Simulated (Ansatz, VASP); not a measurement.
## One calculation of CaH, two programs

```
Ca H
1.0
     0.00000    2.57259    2.57259
     2.57259    0.00000    2.57259
     2.57259    2.57259    0.00000
Ca H
1 1
Direct
  0.00000 0.00000 0.00000
  0.50000 0.50000 0.50000
```

Alike in both runs: functional PBE; k mesh 18 × 18 × 18; occupations gaussian, width 0.1 eV; no spin polarisation.

Ansatz relaxed the structure, and its values are those at the end. VASP's run is a single point on that final structure, the one shown.

|  | VASP | Ansatz |
| --- | --- | --- |
| version | VASP 6.6.1 | Ansatz 0.2.0 |
| potentials or method | VASP PAW PBE potentials, release 64 (Ca_sv, H) | scalar-relativistic, plane waves, PAW |
| plane-wave cutoff (eV) | 520 | 420 |
| valence electrons in the cell | 11 | 11 |

```tsv
	VASP	Ansatz	Ansatz less VASP
gap on the k mesh at the Fermi level (eV)	none	none	-
pressure (GPa)	0.0	0.0	-0.03
```

A gap of «none» marks a metal or a gap that the smearing closes. The functional is the same, so the differences come from potentials, cutoffs and numerics.
